**Q.** I measure diamond at room temperature and want to know which computed volumes to trust. What sizes should I carry in my head?

**A.** Diamond's bulk modulus $B$ is roughly 440 GPa (a recalled value), so a 1% change of volume, or 0.3% in the lattice constant, corresponds to about 4 GPa. Any small term in the energy acts through such a pressure. The density functionals in the table spread over about 3% in volume. Three results are hidden, all for GGAs with a dispersion add-on, either D3 or rVV10.

Kohn–Sham DFT in VASP for diamond (2-atom cell, space group Fd-3m), with cell and atoms relaxed for each functional. All runs are without spin polarisation and use a 600 eV plane-wave cutoff and Fermi–Dirac smearing of 0.05 eV. Computed volumes are for a static lattice, without zero-point or thermal motion; the measured volume is for 293 K.

```tsv
method	rung	potentials	k mesh	equilibrium volume (Å³/atom)	computed less measured (Å³/atom)
AM05	GGA	VASP PAW PBE potentials, recommended	13x13x13 2-atom cell	5.600	-0.072
PBE	GGA	VASP PAW PBE potentials, recommended, release 54	13x13x13 2-atom cell	5.695	0.023
PBE-D3	GGA	VASP PAW PBE potentials, recommended	13x13x13 2-atom cell	?	?
PBE-rVV10	GGA	VASP PAW PBE potentials, recommended	13x13x13 2-atom cell	?	?
PBEsol-D3	GGA	VASP PAW PBE potentials, recommended	13x13x13 2-atom cell	?	?
PBEsol-rVV10	GGA	VASP PAW PBE potentials, recommended	13x13x13 2-atom cell	5.610	-0.062
PW91	GGA	VASP PAW PBE potentials, recommended	13x13x13 2-atom cell	5.701	0.029
optB86b-vdW	GGA	VASP PAW PBE potentials, recommended	13x13x13 2-atom cell	5.685	0.013
MS2	meta-GGA	VASP PAW PBE potentials, recommended	13x13x13 2-atom cell	5.602	-0.070
rSCAN	meta-GGA	VASP PAW PBE potentials, recommended	13x13x13 2-atom cell	5.619	-0.053
HSE03	hybrid	VASP PAW PBE potentials, recommended	7x7x7 2-atom cell	5.578	-0.094
HSEsol	hybrid	VASP PAW PBE potentials, recommended	7x7x7 2-atom cell	5.525	-0.147
```

**Q.** The last column, computed volume less my measured 5.672 Å³/atom, makes PBE look good and the hybrids poor. Is that the ranking?

**A.** Not as it stands, because the nuclei in these runs are static and yours vibrate. Zero-point energy falls as the lattice expands, which gives an outward pressure $\gamma E_{zp}/V$, where $\gamma$ is the Grüneisen parameter, $E_{zp}$ the zero-point energy per atom and $V$ the volume per atom. With rough recalled values, $\gamma\approx1$ and $E_{zp}\approx0.18$ eV, it comes to about 5 GPa. The static crystal should then lie near 5.61 Å³/atom. This reference is argued from theory, and no run tests it.

Against it the rungs sort differently. PBE, PW91 and optB86b-vdW are 1.4 to 1.7% too large, so their closeness to your number is largely a cancellation. AM05, PBEsol-rVV10 and both meta-GGAs fall within about 0.2%, which is finer than the reference can rank. HSE03 is 0.5% too small and HSEsol more. Exact exchange is known to shorten covalent bonds, but the hybrids also used a coarser k mesh whose effect is untested. All rows use potentials made for PBE, which adds a further untested error for the other functionals.

**Q.** How would you forecast the hidden rows?

**A.** By a parent volume and an inward pull. Let the parent functional have its minimum at $V_0$, where its energy curves as $B/V_0$. An added attraction $E_d(V)$ exerts a pull $p=dE_d/dV$, and setting the total slope to zero gives

$$V = V_0\,(1-p/B).$$

The same pull would shrink a softer solid more, in proportion to $1/B$. Leftover pressure hardly blurs such shifts, since the largest among the known rows is worth only 0.001 Å³/atom. The error of the fixed plane-wave basis is not quantified, but it should largely cancel between rows.

The PBE parent is in the table, while plain PBEsol has to be estimated. Suppose the two differ mainly in exchange and a hybrid keeps three quarters of the semilocal exchange, which for these screened hybrids is strictly true only at short range. Then the step from HSE03 to HSEsol, $-0.053$, divided by 0.75 and added to PBE, gives 5.624 ± 0.012. This is the first guess and a weak one, because the two hybrids differ in screening length as well.

**Q.** Carbon atoms in diamond are bonded. Why should dispersion pull at all?

**A.** D3 sums $-C_6/r^6$ and $-C_8/r^8$ over atom pairs at distance $r$ and damps them inside a radius $R$ of more than two bond lengths. The bonded neighbours contribute little, and the pull comes from the many farther shells. With the smooth Becke–Johnson damping, $r^6\to r^6+R^6$, smearing the atoms into a density $1/V$ gives $E_d=-\pi^2C_6/(3VR^3)$ plus a constant. Hence $p=\pi^2C_6/(3V^2R^3)$, so a dense solid is pulled hard and the damping radius enters cubed. With rough atomic-unit values $C_6\approx18$, $V\approx38$ and $R\approx6.7$ this is about 4 GPa, the size of the zero-point push with opposite sign.

The full lattice sum with both terms gives 5.4 GPa for PBE. The older zero damping lets the attraction fade to nothing at short distance, so near pairs push outward instead of pulling, and the sum falls to 3.0 GPa. Which form lies behind the label is the second guess, so I take the middle, 4.2 GPa. The shift is $5.695\times4.2/440=0.054$ Å³/atom, and the model uses recalled parameters and the known PBE row only.

**Q.** And rVV10?

**A.** It is a nonlocal correlation term whose short-range damping grows with a parameter $b$. The PBEsol-rVV10 run used $b=20$ and lies 0.014 below my estimated parent, a pull of about 1 GPa. Integrating the kernel over space gives a strength going as $b^{-3/2}$, and its far tail, which is independent of $b$, lowers the power, so I take 1.25 ± 0.25. The third guess is $b=10$ for PBE, which multiplies the shift by 2.4.

**Q.** Then commit yourself.

**A.** In Å³/atom:

- PBE-D3: 5.64 ± 0.03 (model value 5.641 ± 0.027)
- PBE-rVV10: 5.66 ± 0.03 (5.661 ± 0.030)
- PBEsol-D3: 5.586 ± 0.022 (the model value itself)

All three should lie below their parents, by 0.3 to 1.3%. The order should be PBE-rVV10, PBE-D3, PBEsol-D3 from large to small, with the first step uncertain. PBEsol-D3 should fall below PBEsol-rVV10 and probably be the smallest GGA volume. Against the static reference both PBE rows should improve yet stay large, and PBEsol-D3 should overshoot to the small side. The alternatives are no shift at all, or one shift common to every add-on.

The withheld rows as computed:

```tsv
method	rung	potentials	k mesh	equilibrium volume (Å³/atom)	computed less measured (Å³/atom)
PBE-D3	GGA	VASP PAW PBE potentials, recommended	13x13x13 2-atom cell	5.656	-0.016
PBE-rVV10	GGA	VASP PAW PBE potentials, recommended	13x13x13 2-atom cell	5.679	0.007
PBEsol-D3	GGA	VASP PAW PBE potentials, recommended	13x13x13 2-atom cell	5.589	-0.083
```

**Q.** How did it go?

**A.** The order held, the statements about the static reference held, and PBEsol-D3 at 5.589 is the smallest GGA volume. All three values fall within their bars, but the bars were wide, about half a percent for the PBE rows. Every miss has the same sign: I forecast too much contraction, by 0.015 for PBE-D3, 0.018 for PBE-rVV10 and 0.003 for PBEsol-D3. The analysis printed after this exchange lists the misses of each variant.

The numbers show directly that both add-ons shrink PBE, and by different amounts. D3 takes off 0.68% and rVV10 only 0.28%, the latter just short of my lower limit of 0.3%. Neither alternative survives for all rows. These shifts assume that the PBE row, which names its release of the potentials, is otherwise comparable with its partners.

**Q.** Why was PBE-D3 missed?

**A.** Because I averaged two forms, and the result sits on one of them. The computed shift implies a pull of 3.0 GPa, the zero-damping value, whereas Becke–Johnson damping misses the volume by 0.031. The settings of the run confirm it: the switch IVDW = 11 selects D3 with zero damping. The agreement to the third decimal is finer than two-figure parameters deserve, since I had allowed 20% on the shift for them. PBEsol-D3 ran with the same switch, and there too zero damping comes closer, though less clearly, as the parent is uncertain.

**Q.** And PBE-rVV10, where your forecast did worst?

**A.** There the plain common shift won, missing by 0.002 against my 0.018. That looks like one damping for both runs, yet the settings show that my guess was right: the PBE run used $b=10$, half the value of the PBEsol run. So either my plain PBEsol was too large and the factor 2.4 magnified the error, or the factor itself is too big.

The first reading has some support in hindsight. If the factor is kept, the PBE shift of 0.016 divided by the factor gives 0.007, which added to PBEsol-rVV10 puts plain PBEsol at 5.617. The zero-damping model puts PBEsol-D3 too high by 0.005, which would lower the parent by a similar amount. Both routes lean on my guesses, so this remains untested, and the power of $b$ has not been checked by these rows.

**Q.** PBE-rVV10 is now the closest to my measurement. Should I use it?

**A.** It is the closest of the twelve, 0.007 above your value, but it lies about 0.07 above the static reference. Add the zero-point expansion and it would be more than 1% too large. A dispersion term of 1 to 3 GPa removes less than half of PBE's excess. With PBEsol as parent, D3 ends slightly below the reference and rVV10 ends close to it. For diamond the step from PBE to PBEsol, as estimated here, and the treatment of nuclear motion each move the volume more than the add-on does, so correct your volume to the static lattice before judging any row.

Output of the analysis:

```
volumes in A^3/atom; table rounding 0.0005; B = 440 GPa (rough, recalled)
measured 5.672; zero-point pressure 5.1 GPa = 1.2%; rough static value 5.606
AM05          V 5.600 vs measured -1.3%  vs static -0.006 (-0.1%)
PBE           V 5.695 vs measured +0.4%  vs static +0.089 (+1.6%)
PBEsol-rVV10  V 5.610 vs measured -1.1%  vs static +0.004 (+0.1%)
PW91          V 5.701 vs measured +0.5%  vs static +0.095 (+1.7%)
optB86b-vdW   V 5.685 vs measured +0.2%  vs static +0.079 (+1.4%)
MS2           V 5.602 vs measured -1.2%  vs static -0.004 (-0.1%)
rSCAN         V 5.619 vs measured -0.9%  vs static +0.013 (+0.2%)
HSE03         V 5.578 vs measured -1.7%  vs static -0.028 (-0.5%)
HSEsol        V 5.525 vs measured -2.6%  vs static -0.081 (-1.5%)
largest leftover pressure 0.096 GPa (HSEsol) is worth 0.0012
HSE03-PBE -0.117; HSEsol-HSE03 -0.053; optB86b-PBE -0.010
estimated plain PBEsol 5.624 +- 0.012; rVV10 shift at b=20 -0.014 = pull 1.1 GPa
PBE-D3 model pull: zero damping 3.0 GPa -> 5.656; BJ damping 5.4 GPa -> 5.625
PBEsol-D3 model pull: zero damping 2.4 GPa -> 5.594; BJ damping 3.6 GPa -> 5.578
rVV10 scale factor from b=20 to guessed b=10: 2.38 (range 2.00 to 2.83)
forecast PBE-D3     5.641 +- 0.027, shift from parent -0.054
forecast PBE-rVV10  5.661 +- 0.030, shift from parent -0.034
forecast PBEsol-D3  5.586 +- 0.022, shift from parent -0.038
computed PBE-D3     5.656; miss +0.015 = 0.56 of the bar
   from parent -0.039 (-0.68%), implied pull 3.0 GPa; miss if common shift -0.025
   miss of variants: zero damping -0.000; BJ damping +0.031
   vs measured -0.016; vs static +0.050; vs PBEsol-rVV10 +0.046; vs AM05 +0.056
computed PBE-rVV10  5.679; miss +0.018 = 0.61 of the bar
   from parent -0.016 (-0.28%), implied pull 1.2 GPa; miss if common shift -0.002
   miss of variants: b=10 power 1 +0.013; b=10 power 1.5 +0.025; b=7 power 1.25 +0.037
   vs measured +0.007; vs static +0.073; vs PBEsol-rVV10 +0.069; vs AM05 +0.079
computed PBEsol-D3  5.589; miss +0.003 = 0.14 of the bar
   from parent -0.035 (-0.63%), implied pull 2.8 GPa; miss if common shift -0.021
   miss of variants: zero damping -0.005; BJ damping +0.011
   vs measured -0.083; vs static -0.017; vs PBEsol-rVV10 -0.021; vs AM05 -0.011
computed order: PBE-rVV10 > PBE-D3 > PBEsol-D3
```
